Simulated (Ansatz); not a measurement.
HfO2 under changes of volume

One of the cells (11.152 Å³/atom); the others are scaled copies at fixed shape and fractional positions:

```xyz
3
Lattice="0.0000 2.5575 2.5575 2.5575 0.0000 2.5575 2.5575 2.5575 0.0000" Properties=species:S:1:pos:R:3 pbc="T T T"
Hf    0.0000    0.0000    0.0000
O     3.8363    3.8363    3.8363
O     1.2788    1.2788    1.2788
```

Measurements of this composition are mostly on another form, of space group No. 14.

| Property | Result |
| --- | --- |
| Program | Ansatz 0.2.0 |
| Functional | PBE |
| Potentials or basis | Ansatz PAW |
| Cutoff | 420 eV (not typed: the program's choice for these potentials) |
| k mesh | 9 × 9 × 9 |
| Occupations | fermi-dirac, width 0.05 eV |
| Spin | no spin polarisation |

```tsv
volume (Å³/atom)	energy over the lowest point (meV/atom)	pressure (GPa)	gap on the mesh (eV)
10.483	22.58	14.1	3.99
10.706	?	?	?
10.929	0.01	2.5	3.88
11.152	0.00	-2.5	3.83
11.375	6.54	-6.9	3.78
11.598	19.08	-11.0	3.72
11.821	36.96	-14.6	3.67
```

Q: What does the run at 10.706 Å³/atom give?

A: Energy over the lowest point 7.29 meV/atom; pressure 8.0 GPa; gap on the mesh 3.94 eV.

Worked out: A Birch-Murnaghan fit of order 3 (a polynomial in V^(-2/3)) to the other rows has its minimum at 11.04 Å³/atom with B0 = V·E''(V) = 246 GPa and B' = 3.9. It gives 7.28 meV/atom at 10.706 Å³/atom, against the run's 7.29, and -dE/dV = 8.0 GPa, against 8.0. A straight line through the other rows of the gap, of slope -2.66 eV per unit of ln V, gives 3.94 eV, against the run's 3.94.

Energies are extrapolated to zero smearing.

Caveats: odd divisions of the mesh miss points on the zone boundary, where band edges often lie, so the gap on the mesh can be too wide; spin-orbit coupling is left out, which moves the levels of the heavy elements.

A mesh can miss the band edges.
